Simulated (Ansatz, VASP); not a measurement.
## Be2C in VASP and in Ansatz

File INCAR:

```
SYSTEM = Be2C
PREC = Accurate
ENCUT = 520
EDIFF = 1E-6
ISMEAR = 0
SIGMA = 0.02
LREAL = .FALSE.
LASPH = .TRUE.
NELM = 100
ALGO = Normal
ISIF = 2
LWAVE = .FALSE.
LCHARG = .FALSE.
GGA = PE
NBANDS = 11
```

Contents of KPOINTS:

```
regular mesh
0
G
  12 12 12
  0 0 0
```

POSCAR

```
Be2C
1.0
    0.0000000000      2.0972614383      2.0972614383
    2.0972614383      0.0000000000      2.0972614383
    2.0972614383      2.0972614383      0.0000000000
Be C
2 1
Direct
    0.2500000000      0.2500000000      0.2500000000
    0.7500000000      0.7500000000      0.7500000000
    0.0000000000      0.0000000000      0.0000000000
```

Input for Ansatz:

```yaml
crystal:
  lattice:
    - [0.0, 2.0972614383, 2.0972614383]
    - [2.0972614383, 0.0, 2.0972614383]
    - [2.0972614383, 2.0972614383, 0.0]
  atoms:
    - { symbol: Be, position: [0.25, 0.25, 0.25] }
    - { symbol: Be, position: [0.75, 0.75, 0.75] }
    - { symbol: C, position: [0.0, 0.0, 0.0] }
basis:
  ecutwfc: 420
kpoints:
  mp_grid: { grid: [12, 12, 12] }
hamiltonian:
  xc: pbe
scf:
  occupations: { method: gaussian, width: 0.02 }
output:
  forces: true
  stress: true
  eigenvalues: true
```

Alike in both runs: task single point; functional PBE; k mesh 12 × 12 × 12; occupations gaussian, width 0.02 eV; no spin polarisation.

|  | VASP | Ansatz |
| --- | --- | --- |
| version | VASP 6.6.1 | Ansatz 0.2.0 |
| potentials or method | VASP PAW PBE potentials, release 64 (Be, C) | scalar-relativistic, plane waves, PAW |
| plane-wave cutoff (eV) | 520 | 420 |
| valence electrons in the cell | 8 | 8 |

|  | VASP | Ansatz | Ansatz less VASP |
| --- | --- | --- | --- |
| gap on the k mesh at the Fermi level (eV) | 1.20 | 1.21 | +0.014 |
| least direct gap on the mesh (eV) | 4.30 | 4.31 | +0.010 |
| pressure (GPa) | 22.9 | 22.4 | -0.50 |

The functional is the same, so the differences come from potentials, cutoffs and numerics.

Caveats: so large a pressure means that the cell lies far from this level's equilibrium, or that cutoff or potentials fall short (VASP). A k mesh can miss the band edges.
